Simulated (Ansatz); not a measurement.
Wanted: the native input for an Ansatz 0.2.0 run.

| Property | Result |
| --- | --- |
| Task | relaxation of cell and atoms |
| Functional | RPBE |
| Dispersion | D3(BJ) |
| Potentials or basis | all-electron LAPW, scalar-relativistic |
| Basis error allowed | 0.001 eV/atom |
| k mesh | 13 × 13 × 13 |
| Occupations | fermi-dirac, width 0.05 eV |
| Spin | no spin polarisation |

Crystal: C.

```
C
1.0
     0.00000    1.78337    1.78337
     1.78337    0.00000    1.78337
     1.78337    1.78337    0.00000
C
2
Direct
  0.75000 0.75000 0.75000
  0.50000 0.50000 0.50000
```

This isn't the form of C at room conditions, which is graphite.

One way to write it, as run:

input.yaml

```yaml
crystal:
  lattice:
    - [0.0, 1.78337, 1.78337]
    - [1.78337, 0.0, 1.78337]
    - [1.78337, 1.78337, 0.0]
  atoms:
    - { symbol: C, position: [0.75, 0.75, 0.75] }
    - { symbol: C, position: [0.5, 0.5, 0.5] }
kpoints:
  mp_grid: { grid: [13, 13, 13] }
scf:
  occupations: { method: fermi_dirac, width: 0.05 }
hamiltonian:
  xc: rpbe
  dispersion: d3bj
  pseudopotentials: { kind: all_electron, lapw: { basis_error: 0.001 } }
output:
  forces: true
  stress: true
relax:
  f_tol: 0.02
  max_steps: 60
  cell: {}
```

Potentials or basis: all-electron LAPW, scalar-relativistic.

Launch:

```bash
$ ansatz run input.yaml --threads 1 --pin off --max-ram 3072MiB --backend cpu --events-out ev --progress --plain --runs-dir out
```

It gave:

```yaml
Relaxed_volume: 5.53 Å³/atom
Relaxed_cell: a = 2.501 Å, b = 2.501 Å, c = 2.501 Å, α = 60.00°, β = 60.00°, γ = 60.00°
Space_group_after_relaxing_to_0.05_Å: Fd-3m (No. 227)
Energy_gained_by_relaxing: 4.8 meV/atom
Ionic_steps: 5
Pressure_after_relaxing: 0.0 GPa
Band_gap_on_the_k_mesh: 4.20 eV
```

Caveat: an odd mesh through Γ misses points on the zone boundary, where band edges often lie.

It took 8.7 s on 1 thread of Intel(R) Xeon(R) Platinum 8488C (Sapphire Rapids), on a shared host, peak memory 0.29 GiB.
